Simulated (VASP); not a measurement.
SiC, 2 atoms in the cell. It takes space group F-43m (No. 216, cubic). Conventional cell: a = 4.089 Å, b = 4.089 Å, c = 4.089 Å, α = 90.00°, β = 90.00°, γ = 90.00°. Around Si (site symmetry -43m) lie 4 C at 1.77 Å. C (site symmetry -43m) has 4 Si at 1.77 Å as nearest neighbours. The cell was built by a generator and needn't be a form met in nature.

```yaml
Program: VASP 6.6.1
Task: single point
Functional: PBE
Potentials_or_basis: VASP PAW PBE potentials, release 64 (Si, C)
Cutoff: 520 eV
k_mesh: 8 × 8 × 8
Occupations: gaussian, width 0.01 eV
Spin: no spin polarisation
Dipole_correction: no
Further_INCAR_settings: ALGO = Normal; EDIFF = 1e-06; NBANDS = 11
```

Potentials or basis: VASP PAW PBE potentials, release 64 (Si, C).

Launch:

```bash
$ cat potpaw_PBE.64/Si/POTCAR potpaw_PBE.64/C/POTCAR > POTCAR
$ mpirun -np 1 vasp_std > vasp.out
```

Hardware: 1 thread of Intel(R) Xeon(R) Platinum 8488C (Sapphire Rapids), on a shared host.

Task: Estimate the wall time of this run.

Result: Wall time 4.2 s on 1 thread of Intel(R) Xeon(R) Platinum 8488C (Sapphire Rapids), with other jobs on the host, peak memory 0.13 GiB. Counts: scf iterations 12, k points 29.
